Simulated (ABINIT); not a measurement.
The system is ZnO.

```
CELL_PARAMETERS angstrom
3.28797 0.00000 0.00000
-1.64398 2.84746 0.00000
0.00000 0.00000 7.13044
ATOMIC_POSITIONS crystal
Zn 0.00000 0.00000 0.25000
Zn 0.00000 0.00000 0.75000
O 0.66667 0.33333 0.75000
O 0.33333 0.66667 0.25000
```

Measurements of this composition are mostly on another form, of space group No. 186.

Base run:

```yaml
Program: ABINIT 10.8.3 (patched build)
Functional: PBEsol
Potentials_or_basis: JTH PAW PBE v2.0
Cutoff: 626 eV
k_mesh: 9 × 9 × 4
Occupations: fermi-dirac, width 0.05 eV
Spin: no spin polarisation
```

Its results: band gap on the k mesh 0.74 eV, direct; pressure -4.6 GPa.

Problem. The run is repeated on the same cell with these changes: functional from PBEsol to r2SCAN; cutoff from 626 eV to 762 eV; fine-grid cutoff from 1224.51 eV to 1360.57 eV. What comes out?

Solution. Band gap on the k mesh 1.10 eV, direct; pressure -4.6 GPa.

Caveats: the PAW data sets were made with another functional, which shifts forces and pressure a little; the atomic spheres overlap.
